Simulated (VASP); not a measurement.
# Tl (P6_3/mmc) in VASP: further runs

The runs below take Tl through single point, with PBEsol.

Everything below comes from runs of VASP 6.6.1. Logs are shortened: lines on timing, memory, paths and dates and some standing lists are left out, and cuts for length are marked.

## (1) The crystal as given

The structure is hexagonal, space group P6_3/mmc (No. 194). Conventional cell: a = 3.456 Å, b = 3.456 Å, c = 5.525 Å, α = 90.00°, β = 90.00°, γ = 120.00°. Around Tl (site symmetry -6m2) lie 12 Tl at 3.41 to 3.46 Å.

## (2) Single point, PBEsol

The input, INCAR:

```
PREC     = Accurate       # precision mode
ENCUT    = 550            # plane-wave cutoff, eV
EDIFF    = 1E-6           # SCF threshold, eV
ISMEAR   = 0              # smearing method
SIGMA    = 0.02           # smearing width, eV
LREAL    = False          # projectors in reciprocal space
LASPH    = True           # aspherical terms in the spheres
NELM     = 80             # most SCF steps
ALGO     = Normal         # electronic algorithm
ISIF     = 2              # what is computed and relaxed
LWAVE    = False          # write WAVECAR
LCHARG   = False          # write CHGCAR
GGA      = PS             # functional
NBANDS   = 22             # bands
```

The input, KPOINTS:

```
regular mesh
0
Gamma
  9 9 5
```

The input, POSCAR:

```
Tl
1.0
    3.4560000000      0.0000000000      0.0000000000
   -1.7280000000      2.9929837955      0.0000000000
    0.0000000000      0.0000000000      5.5250000000
Tl
2
Direct
    0.6666666667      0.3333333333      0.7500000000
    0.3333333333      0.6666666667      0.2500000000
```

Potentials or basis: VASP PAW PBE potentials, release 64 (Tl_d_GW).

On the command line:

```bash
$ cat potpaw_PBE.64/Tl_d_GW/POTCAR > POTCAR
$ mpirun -np 1 vasp_std > vasp.out
```

OUTCAR:

```text
PREC = Accurate
   ENCUT = 550
   EDIFF = 1E-6
   ISMEAR = 0
   LREAL = False
   LASPH = True
   NELM = 80
   ISIF = 2
   GGA = PS

 ion  position               nearest neighbor table
   1  0.667  0.333  0.750-
   2  0.333  0.667  0.250-

  LATTYP: Found a hexagonal cell.
 ALAT       =     3.4560000000
 C/A-ratio  =     1.5986689815

  Lattice vectors:

 A1 = (   3.4560000000,   0.0000000000,   0.0000000000)
 A2 = (  -1.7280000000,   2.9929837955,   0.0000000000)
 A3 = (   0.0000000000,   0.0000000000,   5.5250000000)

Analysis of symmetry for initial positions (statically):
=====================================================================
 Subroutine PRICEL returns:
 Original cell was already a primitive cell.

 Routine SETGRP: Setting up the symmetry group for a
 hexagonal supercell.

 Subroutine GETGRP returns: Found 24 space group operations
 (whereof 12 operations were pure point group operations)
 out of a pool of 24 trial point group operations.

The static configuration has the point symmetry D_3d.
 The point group associated with its full space group is D_6h.

Analysis of symmetry for dynamics (positions and initial velocities):
=====================================================================
 Subroutine PRICEL returns:
 Original cell was already a primitive cell.

 Routine SETGRP: Setting up the symmetry group for a
 hexagonal supercell.

 Subroutine GETGRP returns: Found 24 space group operations
 (whereof 12 operations were pure point group operations)
 out of a pool of 24 trial point group operations.

The dynamic configuration has the point symmetry D_3d.
 The point group associated with its full space group is D_6h.

 Subroutine INISYM returns: Found 24 space group operations
 (whereof 12 operations are pure point group operations),
 and found     1 'primitive' translations

----------------------------------------------------------------------------------------

                                     Primitive cell

  volume of cell :      57.1492

  direct lattice vectors                    reciprocal lattice vectors
     3.456000000  0.000000000  0.000000000     0.289351852  0.167057370  0.000000000
    -1.728000000  2.992983795  0.000000000     0.000000000  0.334114739  0.000000000
     0.000000000  0.000000000  5.525000000     0.000000000  0.000000000  0.180995475

  length of vectors
     3.456000000  3.456000000  5.525000000     0.334114739  0.334114739  0.180995475

  position of ions in fractional coordinates (direct lattice)
     0.666666667  0.333333333  0.750000000
     0.333333333  0.666666667  0.250000000

  ion indices of the primitive-cell ions
   primitive index   ion index
                 1           1
                 2           2

----------------------------------------------------------------------------------------

 KPOINTS: regular mesh

Automatic generation of k-mesh.
 Grid dimensions read from file:
 generate k-points for:    9    9    5

 Generating k-lattice:

  Cartesian coordinates                     Fractional coordinates (reciprocal lattice)
     0.032150206  0.018561930  0.000000000     0.111111111 -0.000000000  0.000000000
     0.000000000  0.037123860  0.000000000     0.000000000  0.111111111  0.000000000
     0.000000000  0.000000000  0.036199095     0.000000000  0.000000000  0.200000000

  Length of vectors
     0.037123860  0.037123860  0.036199095

  Shift w.r.t. Gamma in fractional coordinates (k-lattice)
     0.000000000  0.000000000  0.000000000

 Subroutine IBZKPT returns following result:
 ===========================================

 Found     36 irreducible k-points:

 Following reciprocal coordinates:
            Coordinates               Weight
  0.000000  0.000000  0.000000      1.000000
  0.111111 -0.000000  0.000000      6.000000
  0.222222 -0.000000  0.000000      6.000000
  0.333333  0.000000  0.000000      6.000000
  0.444444 -0.000000  0.000000      6.000000
  0.111111  0.111111  0.000000      6.000000
[... 16 lines left out ...]
  0.333333  0.222222  0.200000     24.000000
  0.333333  0.333333  0.200000      4.000000
 [... further k-points ...]
   k-points           NKPTS =     36   k-points in BZ     NKDIM =     36   number of bands    NBANDS=     22
   number of dos      NEDOS =    301   number of ions     NIONS =      2
   total plane-waves  NPLWV =  32928
   dimension x,y,z NGX =    28 NGY =   28 NGZ =   42
   dimension x,y,z NGXF=    56 NGYF=   56 NGZF=   84
   ions per type =               2
   NGX,Y,Z   is equivalent  to a cutoff of  13.47, 13.47, 12.64 a.u.
   NGXF,Y,Z  is equivalent  to a cutoff of  26.94, 26.94, 25.28 a.u.
 SYSTEM =  unknown system
   PREC   = accura    normal or accurate (medium, high low for compatibility)
   ISTART =      0    job   : 0-new  1-cont  2-samecut
   ICHARG =      2    charge: 1-file 2-atom 10-const
   ISPIN  =      1    spin polarized calculation?
   LNONCOLLINEAR =      F non collinear calculations
   LSORBIT =      F    spin-orbit coupling
   LASPH  =      T    aspherical Exc in radial PAW
   ENCUT  =  550.0 eV  40.42 Ry    6.36 a.u.   6.61  6.61 10.57*2*pi/ulx,y,z
   NELM   =     80;   NELMIN=  2; NELMDL= -5     # of ELM steps
   EDIFF  = 0.1E-05   stopping-criterion for ELM
   LREAL  =      F    real-space projection
   EDIFFG = 0.1E-04   stopping-criterion for IOM
   NSW    =      0    number of steps for IOM
   IBRION =     -1    ionic relax: 0-MD 1-quasi-New 2-CG
   NFREE  =      0    steps in history (QN), initial steepest desc. (CG)
   ISIF   =      2    stress and relaxation
   ISYM   =      2    0-nonsym 1-usesym 2-fastsym
   POTIM  = 0.5000    time-step for ionic-motion
   TEBEG  =    0.0;   TEEND  =   0.0 temperature during run
   PSTRESS=    0.0 pullay stress
   NELECT =      30.0000    total number of electrons
   NUPDOWN=      -1.0000    fix difference up-down
   EMIN   =  10.00;   EMAX   =-10.00  energy-range for DOS
   EFERMI =   0.00;   METHOD = LEGACY
   ISMEAR =     0;   SIGMA  =   0.02  broadening in eV -4-tet -1-fermi 0-gaus
   EFERMI_NEDOS =   21; number of points for ismear=-14 and -15
   IALGO  =     38    algorithm
   IMIX   =      4    mixing-type and parameters
     AMIX     =   0.40;   BMIX     =  1.00
     AMIX_MAG =   1.60;   BMIX_MAG =  1.00
  volume/ion in A,a.u.               =      28.57       192.83
  Fermi-wavevector in a.u.,A,eV,Ry     =   1.320622  2.495613 23.729130  1.744042
  Thomas-Fermi vector in A             =   2.450435
   LORBIT       =      0    0 simple, 1 ext, 2 COOP (PROOUT), +10 PAW based schemes
   GGA     = PS    functional components
   LHFCALC =     F    Hartree Fock is set to
   AEXX    =    0.0000 exact exchange contribution
   IVDW    =     0    specifies the selected vdW correction
   LEPSILON=     F    determine dielectric tensor
   LRPA    =     F    only Hartree local field effects (RPA)
 non-spin polarized calculation
 Gauss-broadening in eV      SIGMA  =   0.02
  energy-cutoff  :      550.00
  volume of cell :       57.15
 maximum number of plane-waves:      1713
 NGX is ok and might be reduce to    28
   NGX = 13   NGY = 13   NGZ = 21

 number of electron      30.0000004 magnetization

 Free energy of the ion-electron system (eV)
  ---------------------------------------------------
  ext. energy  EPLUGINS =         0.00000000
  ---------------------------------------------------
  free energy    TOTEN  =        -5.23982950 eV

  energy without entropy =       -5.23927441  energy(sigma->0) =       -5.23955195

 E-fermi :   3.0226     XC(G=0): -10.5197

 val. band max:        3.0150727596   @ k =   0.2222   0.2222   0.4000
 cond. band min:       3.0596801938   @ k =   0.2222   0.1111   0.2000
 fundamental gap:      0.0446074342
 Fermi energy:         3.0226254181

 k-point     1 :       0.0000    0.0000    0.0000
  band No.  band energies     occupation
      1    -123.7394      2.00000
      2    -123.7392      2.00000
      3      -8.6834      2.00000
      4      -8.4489      2.00000
      5      -8.4246      2.00000
      6      -8.4246      2.00000
[... 14 lines left out ...]
     21      13.8495      0.00000
     22      13.9681      0.00000

 k-point     2 :       0.1111   -0.0000    0.0000
  band No.  band energies     occupation
      1    -123.7393      2.00000
      2    -123.7392      2.00000
      3      -8.6460      2.00000
      4      -8.4866      2.00000
      5      -8.3838      2.00000
      6      -8.3721      2.00000
[... 14 lines left out ...]
     21      13.6978      0.00000
     22      14.9105      0.00000

 k-point     3 :       0.2222   -0.0000    0.0000
  band No.  band energies     occupation
      1    -123.7393      2.00000
      2    -123.7392      2.00000
      3      -8.6564      2.00000
      4      -8.4771      2.00000
      5      -8.4327      2.00000
      6      -8.3886      2.00000
[... 14 lines left out ...]
     21      12.9932      0.00000
     22      14.3072      0.00000

 k-point     4 :       0.3333    0.0000    0.0000
  band No.  band energies     occupation
      1    -123.7393      2.00000
      2    -123.7392      2.00000
      3      -8.7366      2.00000
      4      -8.5537      2.00000
      5      -8.5191      2.00000
      6      -8.4440      2.00000
[... 14 lines left out ...]
     21      11.9802      0.00000
     22      13.3672      0.00000

 k-point     5 :       0.4444   -0.0000    0.0000
  band No.  band energies     occupation
      1    -123.7392      2.00000
      2    -123.7392      2.00000
      3      -8.7923      2.00000
      4      -8.6369      2.00000
      5      -8.5624      2.00000
      6      -8.4776      2.00000
[... 14 lines left out ...]
     21      11.3609      0.00000
     22      12.8862      0.00000

 k-point     6 :       0.1111    0.1111    0.0000
  band No.  band energies     occupation
      1    -123.7393      2.00000
      2    -123.7392      2.00000
      3      -8.6009      2.00000
      4      -8.5294      2.00000
      5      -8.3967      2.00000
      6      -8.3802      2.00000
[... 14 lines left out ...]
     21      13.5921      0.00000
     22      13.9891      0.00000

 k-point     7 :       0.2222    0.1111    0.0000
  band No.  band energies     occupation
      1    -123.7393      2.00000
      2    -123.7392      2.00000
      3      -8.6421      2.00000
      4      -8.5112      2.00000
      5      -8.5051      2.00000
      6      -8.4266      2.00000
[... 324 lines left out ...]
      6      -8.4580      2.00000
[... 14 lines left out ...]
     21      12.8678      0.00000
     22      13.0455      0.00000

 k-point    21 :       0.4444    0.1111    0.2000
  band No.  band energies     occupation
      1    -123.7392      2.00000
      2    -123.7392      2.00000
      3      -8.7113      2.00000
      4      -8.6935      2.00000
      5      -8.4885      2.00000
      6      -8.4558      2.00000
[... 14 lines left out ...]
     21      12.6699      0.00000
     22      12.8795      0.00000

 k-point    22 :       0.2222    0.2222    0.2000
  band No.  band energies     occupation
      1    -123.7392      2.00000
      2    -123.7392      2.00000
      3      -8.6194      2.00000
      4      -8.5516      2.00000
      5      -8.4933      2.00000
      6      -8.4878      2.00000
[... 14 lines left out ...]
     21      12.1793      0.00000
     22      15.3074      0.00000

 k-point    23 :       0.3333    0.2222    0.2000
  band No.  band energies     occupation
      1    -123.7392      2.00000
      2    -123.7392      2.00000
      3      -8.6525      2.00000
      4      -8.5750      2.00000
      5      -8.5099      2.00000
      6      -8.4180      2.00000
[... 14 lines left out ...]
     21      11.4342      0.00000
     22      15.7922      0.00000

 k-point    24 :       0.3333    0.3333    0.2000
  band No.  band energies     occupation
      1    -123.7392      2.00000
      2    -123.7392      2.00000
      3      -8.6425      2.00000
      4      -8.5263      2.00000
      5      -8.5263      2.00000
      6      -8.3024      2.00000
[... 14 lines left out ...]
     21      10.5962      0.00000
     22      18.0088      0.00000

 [... further k-points ...]
[... 5 lines left out ...]
  --------------------------------------------------------------------------------------
  -------------------------------------------------------------------------------------
  Total       -0.0395056     -0.0395056      0.2016777      0.0000000     -0.0000000      0.0000000
  in kB       -1.1075398     -1.1075398      5.6540298      0.0000000     -0.0000000      0.0000000
  external PRESSURE =       1.1463167 kB  Pullay stress =       0.0000000 kB

 VOLUME and BASIS-vectors are now :
 -----------------------------------------------------------------------------
  energy-cutoff  :      550.00
  volume of cell :       57.15
      direct lattice vectors                 reciprocal lattice vectors
     3.456000000  0.000000000  0.000000000     0.289351852  0.167057370  0.000000000
    -1.728000000  2.992983795  0.000000000     0.000000000  0.334114739  0.000000000
     0.000000000  0.000000000  5.525000000     0.000000000  0.000000000  0.180995475

 POSITION                                       TOTAL-FORCE (eV/Angst)
 -----------------------------------------------------------------------------------
      1.72800      0.99766      4.14375         0.000000      0.000000      0.000000
     -0.00000      1.99532      1.38125        -0.000000      0.000000      0.000000
 -----------------------------------------------------------------------------------
    total drift:                               -0.000000      0.000000     -0.000000

  FREE ENERGIE OF THE ION-ELECTRON SYSTEM (eV)
  ---------------------------------------------------
  free  energy   TOTEN  =        -5.2398294986 eV

  energy  without entropy=       -5.2392744113  energy(sigma->0) =       -5.23955195
```

It took 20 s on 1 thread of Intel Xeon 6975P-C (Granite Rapids), shared host; peak memory 0.2 GiB.

What came out:

- Free energy: -5.2398 eV
- Pressure: 0.1 GPa
- Band gap on the k mesh: none (metal or under the smearing width)

Stress tensor (GPa, compression positive):
```
-0.11  0.00  0.00
 0.00 -0.11  0.00
 0.00  0.00  0.57
```

Levels at points of the mesh, in eV from the Fermi level:
| k point | band 13 | band 14 | band 15 | band 16 | band 17 | band 18 |
| --- | --- | --- | --- | --- | --- | --- |
| (0.00, 0.00, 0.00) | -10.03 | -5.07 | -2.83 | 8.01 | 8.01 | 10.09 |

Caveat: the PAW data sets were made with another functional, which shifts forces and pressure a little.

## (3) Single point, PBEsol

The input, run.py:

```python
from ase.calculators.vasp import Vasp
from ase.dft.bandgap import bandgap
from ase.io import read

atoms = read('Tl.cif')
calc = Vasp(
    directory='calc',
    xc='pbesol',
    pp='PBE',
    setups='gw',
    prec='Accurate',
    encut=550,
    ediff=1e-06,
    ismear=0,
    sigma=0.02,
    lreal=False,
    lasph=True,
    nelm=100,
    algo='Normal',
    isif=2,
    lwave=False,
    lcharg=False,
    kpts=[9, 9, 5],
    gamma=True,
    nbands=22,
)
atoms.calc = calc

print('energy (eV):', atoms.get_potential_energy())
print('free energy (eV):', atoms.get_potential_energy(force_consistent=True))
print('forces (eV/A):')
print(atoms.get_forces())
print('stress (eV/A^3, Voigt):', atoms.get_stress())
print('Fermi level (eV):', calc.get_fermi_level())
gap, top, bottom = bandgap(calc)
print('band gap (eV):', gap, 'from (spin, k, band)', top, 'to', bottom)
```

The input, Tl.cif:

```cif
data_Tl
_cell_length_a 3.45600000
_cell_length_b 3.45600000
_cell_length_c 5.52500000
_cell_angle_alpha 90.00000000
_cell_angle_beta 90.00000000
_cell_angle_gamma 120.00000000
_space_group_name_H-M_alt 'P1'
_space_group_name_Hall 'P 1'
_space_group_IT_number 1
loop_
_space_group_symop_operation_xyz
'x,y,z'
loop_
_atom_site_label
_atom_site_type_symbol
_atom_site_symmetry_multiplicity
_atom_site_Wyckoff_symbol
_atom_site_fract_x
_atom_site_fract_y
_atom_site_fract_z
_atom_site_occupancy
Tl1 Tl 1 a 0.6666666667 0.3333333333 0.7500000000 1
Tl2 Tl 1 a 0.3333333333 0.6666666667 0.2500000000 1
```

Potentials or basis: VASP PAW PBE potentials, release 64 (Tl_d_GW).

On the command line:

```bash
$ python run.py
```

It took 24 s on 1 thread of Intel Xeon 6975P-C (Granite Rapids), shared host; peak memory 0.2 GiB.

Results (log left out):

| Property | Result |
| --- | --- |
| Free energy | -5.2398 eV |
| Pressure | 0.1 GPa |
| Band gap on the k mesh | none (metal or under the smearing width) |

Stress tensor (GPa, compression positive):
```
-0.11  0.00  0.00
 0.00 -0.11  0.00
 0.00  0.00  0.57
```

Levels at points of the mesh, in eV from the Fermi level:
```tsv
k point	band 13	band 14	band 15	band 16	band 17	band 18
(0.00, 0.00, 0.00)	-10.03	-5.07	-2.83	8.01	8.01	10.09
```

Caveat: the PAW data sets were made with another functional, which shifts forces and pressure a little. Spin-orbit coupling is left out, which matters for the levels of Tl.

## (4) Single point, PBEsol

The input, INCAR:

```
SYSTEM = Tl
  ALGO = Normal
  EDIFF = 1E-6
  ENCUT = 520
  GGA = PS
  ISIF = 2
  ISMEAR = 0
  LASPH = .TRUE.
  LCHARG = .TRUE.
  LELF = .TRUE.
  LREAL = .FALSE.
  LVHAR = .TRUE.
  LWAVE = .FALSE.
  NELM = 60
  PREC = Accurate
  SIGMA = 0.02
```

The input, KPOINTS:

```
k-points
0
G
  9 9 5
  0 0 0
```

The input, POSCAR:

```
Tl
1.0
    3.4560000000      0.0000000000      0.0000000000
   -1.7280000000      2.9929837955      0.0000000000
    0.0000000000      0.0000000000      5.5250000000
Tl
2
Cartesian
    1.7280000002      0.9976612651      4.1437500000
   -0.0000000002      1.9953225304      1.3812500000
```

Potentials or basis: VASP PAW PBE potentials, release 64 (Tl_d).

On the command line:

```bash
$ cat potpaw_PBE.64/Tl_d/POTCAR > POTCAR
$ mpirun -np 1 vasp_std > vasp.out
```

Wall time 19 s (1 thread of AMD EPYC 9R45 (Zen 5), shared host); peak memory 0.14 GiB.

It converged, with:

| Quantity | Value |
| --- | --- |
| Free energy | -5.2357 eV |
| Pressure | 0.2 GPa |
| Band gap on the k mesh | none (metal or under the smearing width) |

Stress tensor (GPa, compression positive):
```
-0.06  0.00  0.00
 0.00 -0.06  0.00
 0.00  0.00  0.62
```

Levels at points of the mesh, in eV from the Fermi level:
```tsv
k point	band 11	band 12	band 13	band 14	band 15	band 16
(0.00, 0.00, 0.00)	-10.03	-5.07	-2.83	8.01	8.01	10.10
```

Caveat: the PAW data sets were made with another functional, which shifts forces and pressure a little. Spin-orbit coupling is left out, which matters for the levels of Tl.

## (5) The reference run

An earlier run on the cell as given: functional PBE; potentials or basis VASP PAW PBE potentials, release 64 (Tl_d); cutoff 520 eV; k mesh 9 × 9 × 5; occupations fermi-dirac, width 0.05 eV; no spin polarisation.

* Pressure: 3.4 GPa
* Band gap on the k mesh: none (metal or under the smearing width)

## (6) Overview

| level | potentials or basis | cutoff (eV) | smearing | gap on the mesh (eV) | pressure (GPa) |
| --- | --- | --- | --- | --- | --- |
| PBEsol | VASP PAW PBE potentials, release 64 (Tl_d_GW) | 550 | gaussian 0.02 eV | none | 0.1 |
| PBEsol | VASP PAW PBE potentials, release 64 (Tl_d) | 520 | gaussian 0.02 eV | none | 0.2 |
| PBE | VASP PAW PBE potentials, release 64 (Tl_d) | 520 | fermi-dirac 0.05 eV | none | 3.4 |

Alike in all rows: task single point; no spin polarisation; cell as given; k mesh 9 × 9 × 5.

Caveats: the PAW data sets were made with another functional, which shifts forces and pressure a little (some runs).

Total energies depend on the potentials used, so only differences within one code and one set of settings carry meaning.
